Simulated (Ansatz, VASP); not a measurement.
CaSe in VASP and in Ansatz

```
CELL_PARAMETERS angstrom
0.00000 2.96754 2.96754
2.96754 0.00000 2.96754
2.96754 2.96754 0.00000
ATOMIC_POSITIONS crystal
Ca 0.00000 0.00000 0.00000
Se 0.50000 0.50000 0.50000
```

Alike in both runs: task single point; functional r2SCAN; k mesh 8 × 8 × 8; no spin polarisation.

|  | VASP | Ansatz |
| --- | --- | --- |
| version | VASP 6.6.1 | Ansatz 0.2.0 |
| potentials or method | VASP PAW PBE potentials, release 64 (Ca_sv, Se) | plane waves, PAW |
| plane-wave cutoff (eV) | 520 | 500 |
| occupations | gaussian, width 0.01 eV | fixed |
| valence electrons in the cell | 16 | 26 |

|  | VASP | Ansatz | Ansatz less VASP |
| --- | --- | --- | --- |
| gap on the k mesh at the Fermi level (eV) | 2.52 | 2.52 | +0.001 |
| pressure (GPa) | 0.2 | 0.0 | -0.26 |

The two sets of potentials don't hold the same shells in valence.

Caveats: the PAW data sets were made with another functional, which shifts forces and pressure a little (VASP). r2SCAN opens gaps a little over a GGA but as a rule still falls short of measured ones. A k mesh can miss the band edges.
